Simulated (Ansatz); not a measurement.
**GaP and its competing phases**

All numbers below come from Ansatz 0.2.0, DFT PBE, scalar-relativistic, plane waves, PAW. All cells share a 420 eV cutoff and Γ-centred k meshes spaced at most about 0.3 Å⁻¹ (about 0.25 or finer for metals, 2π included). No spin polarisation.

The zero of energy is the elements' standard structures at the same level; no fitted shifts are applied. The references include black phosphorus.

Temperature and zero-point effects are left out. No dispersion correction is applied, so the spacing and binding between layers, chains or molecules are poorly described (P6/mmm), and this can change margins and order among such cells. The reference form of P is held partly by dispersion forces, which this level lacks.

The competitors are the elements and 1 reference phase of this chemical system (from databases or known types: GaP), relaxed at the same level; other known phases may be missing.

The candidate was reached from: random cell.

```cif
data_structure
_symmetry_space_group_name_H-M 'P6/mmm'
_symmetry_Int_Tables_number 191
_cell_length_a 4.5583
_cell_length_b 4.5583
_cell_length_c 5.7520
_cell_angle_alpha 90.000
_cell_angle_beta 90.000
_cell_angle_gamma 120.000
_cell_volume 103.50
loop_
_atom_site_label
_atom_site_type_symbol
_atom_site_symmetry_multiplicity
_atom_site_Wyckoff_symbol
_atom_site_fract_x
_atom_site_fract_y
_atom_site_fract_z
_atom_site_occupancy
Ga1 Ga 2 d 0.33333 0.66667 0.50000 1
P1 P 2 e 0.00000 0.00000 0.30947 1
```

**Question.** Is it stable, and against what?

**Answer.** Not the lowest form: another structure of the same formula lies lower. Its formation energy is 0.439 eV/atom. The lowest competing phase at this composition is this:

| phase | space group | source | share of atoms | ΔE_f (eV/atom) |
| --- | --- | --- | --- | --- |
| GaP | F-43m (No. 216) | Materials Project | 1.0000 | -0.432 |

The candidate lies 0.87 eV/atom above this phase. The candidate matches no cell in the subsets of the Crystallography Open Database and the Materials Project at hand. The margin is far too high for a likely synthesis. It holds P–P pairs (shortest 2.19 Å).
